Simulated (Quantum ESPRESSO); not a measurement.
**Al2Pt in Quantum ESPRESSO: the effect of strain**

Al2Pt:

```
Pt Al
1.0
     0.00000    2.95500    2.83680
     2.95500    0.00000    2.83680
     2.95500    2.95500    0.00000
Pt Al
1 2
Direct
  0.00000 0.00000 0.00000
  0.75000 0.75000 0.75000
  0.25000 0.25000 0.25000
```

Alike in all runs:

- Program: Quantum ESPRESSO 7.5
- Task: relaxation of the atoms
- Functional: PBEsol
- Potentials or basis: GBRV 1.5 PBEsol
- Cutoff: 612 eV
- Density cutoff: 4898 eV
- k mesh: 8 × 8 × 8
- Occupations: fermi-dirac, width 0.05 eV
- Spin: no spin polarisation
- Kind of strain: uniaxial_z
- Mixing beta: 0.5
- Most SCF iterations: 120
- SCF threshold: 6e-10 Ry
- Most ionic steps: 40
- Forc conv thr: 0.0004 Ry/bohr
- Etot conv thr: 1e-05 Ry

Each run relaxes the cell or the atoms first.

```csv
strain,pressure (GPa)
-0.04,?
-0.02,1.6
-0.01,0.1
0,-1.2
0.01,-2.5
0.02,-3.8
0.04,-6.1
```

What does the run with strain -0.04 give?

Pressure 4.8 GPa.

Worked out: A parabola through the other rows of the pressure, of slope -158 GPa per unit of strain there, extrapolates to 4.6 GPa, against the run's 4.8.

Caveats: the relaxation stopped at its first step, so nothing moved.
